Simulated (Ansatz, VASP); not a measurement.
**One calculation of Ag, two programs**

```xyz
2
Lattice="2.8290 0.0000 0.0000 -1.4145 2.4500 0.0000 0.0000 0.0000 4.6310" Properties=species:S:1:pos:R:3 pbc="T T T"
Ag    0.0000    1.6333    1.1578
Ag    1.4145    0.8167    3.4733
```

This isn't the form of Ag at room conditions, which is fcc.

Alike in both runs: functional LDA; k mesh 18 × 18 × 10; occupations gaussian, width 0.1 eV; no spin polarisation.

Ansatz relaxed the structure, and its values are those at the end. VASP's run is a single point on that final structure, the one shown.

|  | VASP | Ansatz |
| --- | --- | --- |
| version | VASP 6.6.1 | Ansatz 0.2.0 |
| potentials or method | VASP PAW LDA potentials, release 64 (Ag) | scalar-relativistic, plane waves, PAW |
| plane-wave cutoff (eV) | 520 | 420 |
| valence electrons in the cell | 22 | 38 |

|  | VASP | Ansatz | Ansatz less VASP |
| --- | --- | --- | --- |
| gap on the k mesh at the Fermi level (eV) | none | none | - |
| pressure (GPa) | 0.1 | 0.0 | -0.14 |

A gap of «none» marks a metal or a gap that the smearing closes. The two sets of potentials don't hold the same shells in valence.
